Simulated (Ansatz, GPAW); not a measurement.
# Geometry or basis: what sets the conductance of CN in line between two Ga chains, part 2 of 4

Aim: the conductance of CN in line between two Ga chains after relaxation, and whether geometry, basis or functional moves it most.

GPAW 26.7.0 and Ansatz 0.2.0; Ansatz plane waves; relaxation of the junction with the lead ends held (the session's first sound run).

So far. Step 2 (Relaxation): The relaxation lowered the energy of the cell by 1.82 eV.

## 3. Plane-wave reference (PBE)

A plane-wave run comes first: its basis does not favour the atoms, so it serves as the reference for the orbital bases.

This step: Ansatz plane waves; Landauer transmission by layers, zero bias (Ansatz 0.2.0).

input.yaml

```yaml
crystal:
  lattice:
    - [9.0, 0.0, 0.0]
    - [0.0, 9.0, 0.0]
    - [0.0, 0.0, 32.9027]
  atoms:
    - { symbol: Ga, position: [0.5, 0.5, 0.0387506193] }
    - { symbol: Ga, position: [0.5, 0.5, 0.1162518578] }
    - { symbol: Ga, position: [0.5, 0.5, 0.1937530963] }
    - { symbol: Ga, position: [0.5, 0.5, 0.2712543348] }
    - { symbol: Ga, position: [0.5819264501, 0.4967270941, 0.3479956075] }
    - { symbol: Ga, position: [0.4055987983, 0.490493119, 0.4152600991] }
    - { symbol: C, position: [0.5039675337, 0.4943643285, 0.4760613682] }
    - { symbol: "N", position: [0.5079461727, 0.4951109368, 0.51196665] }
    - { symbol: Ga, position: [0.5834469823, 0.572952021, 0.5706294893] }
    - { symbol: Ga, position: [0.4644270554, 0.4531845417, 0.6500637734] }
    - { symbol: Ga, position: [0.5, 0.5, 0.7287456652] }
    - { symbol: Ga, position: [0.5, 0.5, 0.8062469037] }
    - { symbol: Ga, position: [0.5, 0.5, 0.8837481422] }
    - { symbol: Ga, position: [0.5, 0.5, 0.9612493807] }
kpoints:
  mp_grid: { grid: [1, 1, 3] }
hamiltonian:
  xc: pbe
scf:
  occupations: { method: fermi_dirac, width: 0.1 }
output:
  transmission:
    leads: [[0, 1]]
    e_range: [-2, 2]
    de: 0.025
    kmesh: [1, 1]
    reduced_basis: true
  write_potential: true
  write_density: true
  volumetric_format: npy
```

The run is started by

```sh
$ ansatz run input.yaml --threads 4 --pin off --max-ram 8192MiB --backend cpu --events-out ev --progress --plain --runs-dir out
```

Numbers of over 12 decimals in the logs are rounded to 6 here.

The log of the run:

```text
[...]
Crystal: 14 atoms, lattice volume = 2665.119 Å³
Basis set: ecut = 420 eV, 51969 PW (Γ)
Bands: 99, of which v1, the nominal top of the filled ones, is band 83 counted from 1 (82 counted from 0)
Symmetry: 1 space group operations
[...]
k-points: 2 of 3 (time reversal used)
[...]
SCF iter   1: F=—  HF=-46015.214222 eV  |F-HF|=—  |Δ(HF+E_count)|=         —  Δρ=2.28e-3  dr2=5.08e0  ethr=1.77e-3  ⟨swp⟩=6.0  Hψ=810  notcnv=0
[...]
SCF iter  12: F=-46014.981876 eV  HF=-46014.981876 eV  |F-HF|=7.08e-9  |Δ(HF+E_count)|=   2.41e-8  Δρ=4.48e-7  dr2=1.65e-8  ethr=6.06e-11  ⟨swp⟩=8.0  Hψ=524  notcnv=0
SCF 1 converged in 12 iterations: F = -46014.981876 eV  dr2 = 1.65e-8
[...]
transmission: 42 of 252 steps passed
transmission: 84 of 252 steps passed
[...]
transmission: 252 of 252 steps passed
WARN: The output density's exchange-correlation potential varies sharply where the density is thin. Do not read a vacuum level from v_tot or v_xc, or from such a field of the output density. On a cell that repeats whose density bears no net charge and no dipole along the vacuum's axis use v_es (v_loc + v_h of the components); under efield.dipole_correction with no amplitude use v_es + v_field, which holds any externa [...]
SCF converged after 12 iterations
Free energy (F): -46014.981876 eV
[...]
Internal energy: -46014.219174 eV  (E = F + TS)
E sigma→0 (E₀):  -46014.600525 eV
Entropy (-TS):   -0.762701 eV (-54.479 meV/atom)
Fermi energy:    -2.477918 eV
[...]
--- Band table (eV) ---
  k-point 0: bands = [... 79 lower, -2.6941, -2.5900, -2.5613, -2.5123, -2.4200, -2.3350, -2.1629, -2.1005, ... 12 higher]
  k-point 1: bands = [... 79 lower, -2.6932, -2.6230, -2.5665, -2.5395, -2.4061, -2.3060, -2.1851, -2.0755, ... 12 higher]
--- Transmission ---
  basis      : 717 plane waves across, 42 finite elements along
  points     : 1, standing for a mesh of 1 x 1
  filling    : by the input's occupations and mesh, since the crystals that have channels conduct as metals do. If one of these is a semiconductor, that mesh has misplaced its level
  energies   : 161 from -2.000000 to 2.000000 eV about the Fermi level, 0.025000 eV apart; the leads are filled to 0.000000 eV, and channels, transmission and decay are at 0.000000 eV
  crystal 0  : Ga1, at the sites [0, 1], period 2.5500 Å, over 20.40 Å; its Hamiltonian steps by up to 7.0 meV
    offset         : up to 0.0000 Å between an atom of the period and one for which it stands
    filled         : 29.4 meV over the level at which it is neutral
    channels       : 3.000000e0 a spin
    conductance    : 2.8696e14 S/m² at 300 K; may be off by some 0.0 % by where its bands' edges are placed, 0.0 % from the distance to neutral
  junction   : crystal 0 to crystal 0, 0.70 to 31.05 Å
    transmission   : 5.305531e-1 a spin
    error estimate : 2.234140e-4 a spin from the reduction of the transverse basis, at the most 5.134138e-4 at -0.025000 eV
    conductance    : 5.0253e13 S/m² at 300 K (5.0256e13 on every other energy)
    error estimate : 0.0 % from the energy spacing and 0.0 % from band edges of the leads and from resonances (wavevectors taken as independent; lower de), 0.1 % from the reduction of the transverse basis, 2.3 % from the steps of its leads' Hamiltonians or their offsets (lay more layers), 5.2 % from the distance to neutral
    resistance     : 1.6414e-2 Ω µm² beyond half of each lead's own
```

The job ended after 54 s (4 threads of Intel Xeon Platinum 8559C (Emerald Rapids), shared host; peak memory 2.7 GiB; 2.9 min of CPU time).

Numbers from this step:

- free energy: -46014.9819 eV
- lead level: 0 eV from the Fermi level
- transmission at the Fermi level (one spin): 0.5306
- open channels of the lead at the Fermi level (one spin): 3
- step of the potential along the lead: 7 meV
- offset of the lead: 0 Å
- filling of the lead less its bulk value, in size: 29.4 meV
- conductance: 0.5254 G₀

One spin. Table of transmission, zone mean by energy, zero at the Fermi level:

energy (eV), transmission, zone mean and a bar:
```
   -2.000       0.00 
   -1.900       0.00 
   -1.800       0.00 
   -1.700       0.00 
   -1.600       0.00 
   -1.500       0.00 
   -1.400       0.00 
   -1.300       0.00 
   -1.200       0.00 
   -1.100       0.00 
   -1.000       0.00 
   -0.900       0.00 
   -0.800       0.00 
   -0.700       0.01 
   -0.600       0.01 
   -0.500       0.01 
   -0.400       0.01 
   -0.300       0.02 #
   -0.200       0.22 #######
   -0.100       0.42 #############
    0.000       0.53 ################
    0.100       0.60 ##################
    0.200       0.64 ###################
    0.300       0.69 #####################
    0.400       0.75 ######################
    0.500       0.80 ########################
    0.600       0.86 ##########################
    0.700       0.92 ###########################
    0.800       0.96 #############################
    0.900       0.99 ##############################
    1.000       1.00 ##############################
    1.025       1.00 ##############################
    1.100       1.00 ##############################
    1.200       0.97 #############################
    1.300       0.93 ############################
    1.400       0.88 ##########################
    1.500       0.81 ########################
    1.600       0.73 ######################
    1.700       0.64 ###################
    1.800       0.55 ################
    1.900       0.46 ##############
    2.000       0.38 ###########
```

One spin. Open channels, zone mean against energy, zero at the Fermi level:

energy (eV), open channels, zone mean and a bar:
```
   -2.000       1.00 ##########
   -1.900       1.00 ##########
   -1.800       1.00 ##########
   -1.700       1.00 ##########
   -1.600       1.00 ##########
   -1.500       0.00 
   -1.400       1.00 ##########
   -1.300       1.00 ##########
   -1.200       1.00 ##########
   -1.100       1.00 ##########
   -1.000       1.00 ##########
   -0.900       1.00 ##########
   -0.800       1.00 ##########
   -0.700       1.00 ##########
   -0.600       1.00 ##########
   -0.500       1.00 ##########
   -0.400       1.00 ##########
   -0.300       1.00 ##########
   -0.200       3.00 ##############################
   -0.100       3.00 ##############################
    0.000       3.00 ##############################
    0.100       3.00 ##############################
    0.200       3.00 ##############################
    0.300       3.00 ##############################
    0.400       3.00 ##############################
    0.500       3.00 ##############################
    0.600       3.00 ##############################
    0.700       3.00 ##############################
    0.800       3.00 ##############################
    0.900       3.00 ##############################
    1.000       3.00 ##############################
    1.100       3.00 ##############################
    1.200       3.00 ##############################
    1.300       3.00 ##############################
    1.400       3.00 ##############################
    1.500       3.00 ##############################
    1.600       3.00 ##############################
    1.700       3.00 ##############################
    1.800       3.00 ##############################
    1.900       3.00 ##############################
    2.000       3.00 ##############################
```

Crystal 0, spin -, k parallel (0, 0); distinct values, listed up to 1.5 1/Å. Table of Im kz of the slowest decaying states by energy, zero at the Fermi level:

```
energy (eV)  decay 1 (Å⁻¹)  decay 2 (Å⁻¹)  decay 3 (Å⁻¹)  decay 4 (Å⁻¹)
     -2.000          0.645          0.645           1.14           1.27
     -1.800          0.608          0.608           1.11           1.25
     -1.600          0.568          0.568           1.09           1.22
     -1.400          0.524          0.524           1.07           1.20
     -1.200          0.477          0.477           1.04           1.18
     -1.000          0.424          0.424           1.01           1.16
     -0.800          0.362          0.362          0.987           1.13
     -0.600          0.288          0.288          0.960           1.11
     -0.400          0.184          0.184          0.932           1.09
     -0.200          0.903           1.06           1.18           1.18
      0.000          0.872           1.04           1.15           1.15
      0.200          0.841           1.01           1.13           1.13
      0.400          0.809          0.985           1.11           1.11
      0.600          0.775          0.958           1.09           1.09
      0.800          0.740          0.930           1.06           1.06
      1.000          0.703          0.901           1.04           1.04
      1.200          0.664          0.872           1.01           1.01
      1.400          0.623          0.841          0.985          0.988
      1.600          0.579          0.809          0.958          0.961
      1.800          0.531          0.775          0.929          0.934
      2.000          0.478          0.740          0.900          0.907
```

Crystal 0, spin -, k parallel (0, 0). Re kz of states that move upwards against energy, zero at the Fermi level:

```
energy (eV)  channel 1 (Å⁻¹)  channel 2 (Å⁻¹)  channel 3 (Å⁻¹)
     -2.000             1.18                -                -
     -1.800             1.20                -                -
     -1.600             1.22                -                -
     -1.400            -1.23                -                -
     -1.200            -1.21                -                -
     -1.000            -1.19                -                -
     -0.800            -1.17                -                -
     -0.600            -1.15                -                -
     -0.400            -1.13                -                -
     -0.200            -1.11            0.123            0.124
      0.000            -1.09            0.254            0.254
      0.200            -1.07            0.338            0.338
      0.400            -1.05            0.406            0.406
      0.600            -1.04            0.464            0.464
      0.800            -1.02            0.516            0.516
      1.000            -1.00            0.563            0.563
      1.200           -0.983            0.607            0.607
      1.400           -0.966            0.648            0.649
      1.600           -0.950            0.688            0.688
      1.800           -0.933            0.725            0.725
      2.000           -0.916            0.761            0.761
```

The electrostatic potential energy of an electron (with the applied field's), less the Fermi level, planar mean oscillates, so the rows of the table below give means over windows of 2.49 Å about each position, cut where the curve ends. Its maxima inside the range that stand out by 2 % of the span (Å: eV): 2.5: 3.61, 5.1: 3.62, 7.6: 3.58, 10.1: 3.47, 12.6: 3.22, 14.9: 3.32, 16.2: 3.15, 17.5: 3.24, 20.0: 3.19, 22.8: 3.41, 25.3: 3.58, 27.8: 3.61, 30.4: 3.61. Its minima: 1.3: 2.61, 3.8: 2.61, 6.4: 2.60, 8.9: 2.54, 11.4: 2.41, 13.7: 2.38, 15.6: 2.50, 16.8: 2.62, 18.7: 2.15, 21.4: 2.23, 24.0: 2.51, 26.5: 2.60, 29.1: 2.60, 31.6: 2.61.

Table of electrostatic potential energy of an electron (with the applied field's), less the Fermi level, planar mean by z; means over each step:

z (Å), electrostatic potential energy of an electron (with the applied field's), less the Fermi level, planar mean (eV) and a bar from the least value:
```
     1.25       3.09 ##############################
     3.74       3.08 ##############################
     6.23       3.07 #############################
     8.71       3.02 #########################
    11.21       2.89 ################
    13.70       2.82 ############
    16.19       2.86 ###############
    18.68       2.65 
    21.17       2.71 ####
    23.66       2.96 #####################
    26.15       3.07 #############################
    28.64       3.09 ##############################
    31.13       3.09 ##############################
```

The valence density, planar mean oscillates, so the rows of the table below give means over windows of 2.49 Å about each position, cut where the curve ends. Its maxima inside the range that stand out by 2 % of the span (Å: e/Å³): 1.3: 0.213, 3.8: 0.215, 6.4: 0.209, 8.9: 0.216, 11.4: 0.213, 13.6: 0.209, 16.7: 0.0585, 18.7: 0.209, 21.4: 0.213, 24.0: 0.217, 26.5: 0.209, 29.1: 0.215, 31.6: 0.213. Its minima: 2.5: 0.0137, 5.1: 0.0138, 7.6: 0.0140, 10.2: 0.0140, 12.6: 0.0189, 14.6: 0.0171, 17.8: 0.0167, 20.0: 0.0120, 22.7: 0.0132, 25.3: 0.0140, 27.8: 0.0138, 30.4: 0.0137.

Valence density, planar mean against z; means over each step:

z (Å), valence density, planar mean (e/Å³) and a bar from the least value:
```
     1.25      0.064 ############################
     3.74      0.064 ############################
     6.23      0.064 ############################
     8.71      0.064 ############################
    11.21      0.065 #############################
    13.70      0.066 ##############################
    16.19      0.043 
    18.68      0.065 ############################
    21.17      0.063 ###########################
    23.66      0.064 ############################
    26.15      0.064 ############################
    28.64      0.064 ############################
    31.13      0.064 ###########################
```

The largest of the program's own error estimates on the conductance is 5.2 %. T at the Fermi level is 0.531 of 3 open channels a spin.

(Part 2 of 4 ends here.)

[Logs are printed without paths, hosts, clocks, repeated set-up lines and the standing remarks that a program may print on its own settings, such as how far it seeks lower states.]

[Hosts, paths, dates, database ids (printed as entryN), source tags and the programs' standing remarks are cut or masked in the printed files.]
